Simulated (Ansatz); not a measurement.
Sr: all-electron results

```
CELL_PARAMETERS angstrom
-2.42500 2.42500 2.42500
2.42500 -2.42500 2.42500
2.42500 2.42500 -2.42500
ATOMIC_POSITIONS crystal
Sr 0.00000 0.00000 0.00000
```

Structure: COD 9008551, as refined from experiment and not relaxed. It was measured hot, at 887 K.

Theory: DFT, PBE, all-electron LAPW, scalar-relativistic in Ansatz 0.2.0.

Sampling and basis: a Γ-centred 12×12×12 k mesh, Fermi–Dirac smearing of 0.05 eV, basis error target 0.25 meV/atom, no spin polarisation.

```yaml
Band_gap: "none: bands cross the Fermi level, a metal"
Volume_per_atom: 57.04 Å³
```

(1) Predict this quantity. Pressure at this cell.

(2) Predict this quantity. Density of states at the Fermi level (0.2 eV bin).

## Answers

(1) -0.59 GPa.

(2) 0.87 states/eV per cell.
